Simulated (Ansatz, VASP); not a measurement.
## Mg in VASP and in Ansatz

```
Mg
1.0
     3.11072    0.00000    0.00000
    -1.55536    2.69396    0.00000
     0.00000    0.00000    4.97892
Mg
2
Direct
  0.33333 0.66667 0.25000
  0.66667 0.33333 0.75000
```

Alike in both runs: task relaxation of shape and atoms at fixed volume; functional PBE; k mesh 15 × 15 × 8; occupations gaussian, width 0.1 eV; no spin polarisation.

```csv
,VASP,Ansatz
version,VASP 6.6.1,Ansatz 0.2.0
potentials or method,"VASP PAW PBE potentials, release 64 (Mg)","scalar-relativistic, plane waves, PAW"
plane-wave cutoff (eV),600,420
valence electrons in the cell,4,20
```

```tsv
	VASP	Ansatz	Ansatz less VASP
gap on the k mesh at the Fermi level, each at its own relaxed structure (eV)	none	none	-
relaxed volume (Å³/atom)	20.86	20.86	0.000
relaxed cell length with the largest relative difference (Å)	3.111	3.111	0.0000
```

A gap of «none» marks a metal or a gap that the smearing closes. The two sets of potentials don't hold the same shells in valence.

Caveats: the relaxation stopped at its first step, so nothing moved.
